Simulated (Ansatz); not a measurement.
TiC under changes of volume

One of the cells (10.158 Å³/atom); the others are scaled copies at fixed shape and fractional positions:

```
CELL_PARAMETERS angstrom
3.06279 0.00000 0.00000
1.53139 2.65245 0.00000
1.53139 0.88415 2.50076
ATOMIC_POSITIONS crystal
Ti 0.00000 0.00000 0.00000
C 0.50000 0.50000 0.50000
```

The cell is a database's computed one.

| Property | Result |
| --- | --- |
| Program | Ansatz 0.2.0 |
| Functional | LDA |
| Potentials or basis | all-electron LAPW, scalar-relativistic |
| Cutoff | 312 eV (chosen from the basis error) |
| Basis error allowed | 0.001 eV/atom |
| k mesh | 11 × 11 × 11 |
| Occupations | fermi-dirac, width 0.05 eV |
| Spin | no spin polarisation |

| volume (Å³/atom) | energy over the lowest point (meV/atom) | pressure (GPa) |
| --- | --- | --- |
| 9.548 | 0.97 | 3.8 |
| 9.752 | 0.00 | -2.2 |
| 9.955 | ? | ? |
| 10.158 | 19.07 | -12.5 |
| 10.361 | 37.74 | -16.9 |
| 10.564 | 61.69 | -20.8 |
| 10.767 | 90.41 | -24.4 |

Task: What does the run at 9.955 Å³/atom give?

Result: Energy over the lowest point 6.27 meV/atom; pressure -7.6 GPa.

Worked out: A Birch-Murnaghan fit of order 3 (a polynomial in V^(-2/3)) to the other rows has its minimum at 9.68 Å³/atom with B0 = V·E''(V) = 283 GPa and B' = 4.0. It gives 6.28 meV/atom at 9.955 Å³/atom, against the run's 6.27, and -dE/dV = -7.6 GPa, against -7.6.

Energies are extrapolated to zero smearing.
